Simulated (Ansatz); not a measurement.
This geometry of a periodic cell of 17 atoms, Ca (surface Ca(110), adsorbate Ca) is a first-order saddle point. Atoms 1 to 4 are held.

These are results of DFT PBE-D3(BJ), scalar-relativistic, plane waves, PAW in Ansatz, not measurements. Settings: cutoff 420 eV, k mesh 2x2x1, fermi-dirac smearing 0.15 eV, no spin polarisation.

```xyz
17
Lattice="11.1600 0.0000 0.0000 0.0000 7.8913 0.0000 0.0000 0.0000 18.9185" Properties=species:S:1:pos:R:3
Ca 2.790 1.973 1.000
Ca 8.370 1.973 1.000
Ca 2.790 5.918 1.000
Ca 8.370 5.918 1.000
Ca -0.013 -0.012 2.840
Ca 5.592 -0.012 2.841
Ca 0.065 3.932 2.958
Ca 5.514 3.932 2.956
Ca 2.790 1.854 4.797
Ca 8.370 2.054 4.661
Ca 2.790 5.987 4.799
Ca 8.370 5.787 4.655
Ca -0.438 -0.034 6.552
Ca 6.019 -0.034 6.551
Ca 0.375 3.914 6.842
Ca 5.207 3.914 6.841
Ca 2.790 7.854 8.129
```

**Question.** Which two structures does it join? (They come from a converged band through this point; their orientation in space is the band's.)

**Answer.** Contacts lost: Ca11–Ca17. Contacts made: Ca9–Ca17. The atom that moves furthest is Ca17, by 3.95 Å; four of its nearest neighbours are Ca11 3.57, Ca15 3.77, Ca16 3.77, Ca13 4.02 Å at the first end and Ca9 3.57, Ca13 3.77, Ca14 3.77, Ca15 4.02 Å at the last.

Image 0:

```xyz
17
Lattice="11.1600 0.0000 0.0000 0.0000 7.8913 0.0000 0.0000 0.0000 18.9185" Properties=species:S:1:pos:R:3
Ca 2.790 1.973 1.000
Ca 8.370 1.973 1.000
Ca 2.790 5.918 1.000
Ca 8.370 5.918 1.000
Ca 0.051 0.009 2.908
Ca 5.529 0.010 2.908
Ca 0.018 3.930 2.880
Ca 5.562 3.930 2.880
Ca 2.789 2.024 4.977
Ca 8.369 1.855 4.661
Ca 2.790 5.882 4.731
Ca 8.369 5.907 4.640
Ca 0.018 -0.148 6.712
Ca 5.561 -0.147 6.712
Ca -0.308 3.863 6.630
Ca 5.888 3.863 6.628
Ca 2.790 5.266 8.245
```

Image 6:

```xyz
17
Lattice="11.1600 0.0000 0.0000 0.0000 7.8913 0.0000 0.0000 0.0000 18.9185" Properties=species:S:1:pos:R:3
Ca 2.790 1.973 1.000
Ca 8.370 1.973 1.000
Ca 2.790 5.918 1.000
Ca 8.370 5.918 1.000
Ca 0.018 -0.016 2.880
Ca 5.562 -0.016 2.880
Ca 0.051 3.955 2.908
Ca 5.529 3.955 2.908
Ca 2.790 1.937 4.731
Ca 8.369 1.961 4.640
Ca 2.789 5.970 4.977
Ca 8.369 5.800 4.661
Ca -0.308 -0.083 6.630
Ca 5.888 -0.083 6.628
Ca 0.018 3.797 6.712
Ca 5.561 3.799 6.712
Ca 2.790 9.211 8.245
```

**Question.** How far does it lie above each of them?

**Answer.** 0.043 eV above the first and 0.043 eV above the second. This is the barrier of this one path; another mechanism may lie lower. Limits of this set-up: coarse k mesh, thin slab, slab without dipole correction.

Time of the run: 22 min on 4 threads of Intel(R) Xeon(R) Platinum 8488C (Sapphire Rapids), with other jobs on the host, peak memory 6.1 GiB.
